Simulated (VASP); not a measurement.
Write the native input for VASP 6.6.1 that does the following.

* Task: relaxation of cell and atoms
* Functional: AM05
* Potentials or basis: VASP PAW PBE potentials, release 64 (Ga_d, P)
* Cutoff: 600 eV
* k mesh: 8 × 8 × 8
* Occupations: fermi-dirac, width 0.05 eV
* Spin: no spin polarisation
* Further INCAR settings: ALGO = Normal; EDIFF = 1e-07; IBRION = 2; EDIFFG = -0.01; NSW = 40; ISIF = 3

The structure of GaP lies in POSCAR:

```
GaP
1.0
    0.0000000000      2.7252500000      2.7252500000
    2.7252500000      0.0000000000      2.7252500000
    2.7252500000      2.7252500000      0.0000000000
Ga P
1 1
Direct
    0.0000000000      0.0000000000      0.0000000000
    0.7500000000      0.7500000000      0.7500000000
```

These files were run (other wordings do the same):

INCAR

```
SYSTEM = GaP
PREC     = Accurate       ! precision mode
ENCUT    = 600            ! plane-wave cutoff, eV
EDIFF    = 1E-7           ! SCF threshold, eV
ISMEAR   = -1             ! smearing method
SIGMA    = 0.05           ! smearing width, eV
LREAL    = .FALSE.        ! projectors in reciprocal space
LASPH    = .TRUE.         ! aspherical terms in the spheres
NELM     = 80             ! most SCF steps
ALGO     = Normal         ! electronic algorithm
ISIF     = 3              ! what is computed and relaxed
LWAVE    = .FALSE.        ! write WAVECAR
LCHARG   = .FALSE.        ! write CHGCAR
GGA      = AM             ! functional
IBRION   = 2              ! ionic algorithm
NSW      = 40             ! ionic steps
EDIFFG   = -0.01          ! ionic threshold
```

KPOINTS

```
regular mesh
0
G
  8 8 8
  0 0 0
```

Potentials or basis: VASP PAW PBE potentials, release 64 (Ga_d, P).

The run is started by

```bash
$ cat potpaw_PBE.64/Ga_d/POTCAR potpaw_PBE.64/P/POTCAR > POTCAR
$ mpirun -np 1 vasp_std > vasp.out
```

It gave:

The relaxed volume is 20.14 Å³/atom, the relaxed cell is a = 3.848 Å, b = 3.848 Å, c = 3.848 Å, α = 60.00°, β = 60.00°, γ = 60.00° and the space group after relaxing (to 0.05 Å) is F-43m (No. 216). The energy gained by relaxing is 0.1 meV/atom, the ionic steps are 3 and the pressure after relaxing is 0.0 GPa. The band gap on the k mesh is 1.59 eV, indirect (least direct gap 1.87 eV).

Caveat: the PAW data sets were made with another functional, which shifts forces and pressure a little.

Wall time 30 s on 1 thread of AMD EPYC 9R45 (Zen 5), on a shared host, peak memory 0.16 GiB.
